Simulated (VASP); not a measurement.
Here is a VASP 6.6.1 calculation.

The input POSCAR:

```
CdTe
1.0
    0.0000000000      3.2050000000      3.2050000000
    3.2050000000      0.0000000000      3.2050000000
    3.2050000000      3.2050000000      0.0000000000
Te Cd
1 1
Direct
    0.7500000000      0.7500000000      0.7500000000
    0.0000000000      0.0000000000      0.0000000000
```

Contents of INCAR.step1:

```
SYSTEM = CdTe
PREC = Accurate
ENCUT = 520
ISMEAR = -1
SIGMA = 0.05
LREAL = .FALSE.
LASPH = .TRUE.
NELM = 80
NBANDS = 16
GGA = PE
ALGO = Normal
EDIFF = 1E-4
LWAVE = .TRUE.
LCHARG = .FALSE.
```

INCAR.step2

```
SYSTEM = CdTe
PREC = Accurate
ENCUT = 520
EDIFF = 1E-6
ISMEAR = -1
SIGMA = 0.05
LREAL = .FALSE.
LASPH = .TRUE.
NELM = 80
ALGO = Normal
ISIF = 2
LWAVE = .FALSE.
LCHARG = .FALSE.
METAGGA = R2SCAN
LMIXTAU = .TRUE.
IVDW = 12
VDW_S6 = 1.0
VDW_S8 = 0.78981345
VDW_A1 = 0.49484001
VDW_A2 = 5.73083694
NBANDS = 16
ISTART = 1
```

The input KPOINTS:

```
Automatic mesh
0
G
  7 7 7
  0 0 0
```

Potentials or basis: VASP PAW PBE potentials, release 64 (Te, Cd).

The run is started by

```console
$ cat potpaw_PBE.64/Te/POTCAR potpaw_PBE.64/Cd/POTCAR > POTCAR
$ cp INCAR.step1 INCAR
$ mpirun -np 1 vasp_std > vasp.out
$ cp INCAR.step2 INCAR
$ mpirun -np 1 vasp_std > vasp.out
```

Task: Predict the dispersion energy per atom.

Result: -0.172 eV.

Task: What does it give for the pressure?

Result: 2.5 GPa.

Task: What does it give for the band gap on the k mesh?

Result: 1.38 eV, direct.

Caveat: the PAW data sets were made with another functional, which shifts forces and pressure a little; spin-orbit coupling is left out, which moves the levels of the heavy elements.

**Experimental background.**

A printed reference work, data compilation reports, for a bulk crystal of CdTe at 0 K: band gap 1.607 eV.

Against the measured gap of CdTe, 1.607 eV (0 K; a printed reference work, data compilation), the calculated 1.38 eV is off by -0.22 eV. Spin-orbit coupling on Cd, Te is left out. The value is that of r2SCAN+D3(BJ), without temperature or zero-point motion.
